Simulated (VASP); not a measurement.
GaP, 2 atoms in the cell. The structure is cubic, space group F-43m (No. 216). Conventional cell: a = 5.451 Å, b = 5.451 Å, c = 5.451 Å, α = 90.00°, β = 90.00°, γ = 90.00°. Around Ga (site symmetry -43m) lie 4 P at 2.36 Å. P (site symmetry -43m) is surrounded by 4 Ga at 2.36 Å. 

| Property | Result |
| --- | --- |
| Program | VASP 6.6.1 |
| Task | single point |
| Functional | PBE |
| Potentials or basis | VASP PAW PBE potentials, release 64 (Ga_d, P) |
| Cutoff | 520 eV |
| k mesh | 8 × 8 × 8 |
| Occupations | gaussian, width 0.02 eV |
| Spin | no spin polarisation |
| Further INCAR settings | ALGO = Normal; EDIFF = 1e-07; NBANDS = 16 |

Potentials or basis: VASP PAW PBE potentials, release 64 (Ga_d, P).

Run with:

```sh
$ cat potpaw_PBE.64/Ga_d/POTCAR potpaw_PBE.64/P/POTCAR > POTCAR
$ mpirun -np 1 vasp_std > vasp.out
```

Hardware: 1 thread of Intel(R) Xeon(R) Platinum 8488C (Sapphire Rapids), with other jobs on the host.

Task: How long does it take, and how much memory?

Result: Run time: 13 s on 1 thread of Intel(R) Xeon(R) Platinum 8488C (Sapphire Rapids), on a shared host, peak memory 0.17 GiB. Counts: scf iterations 14, k points 29.
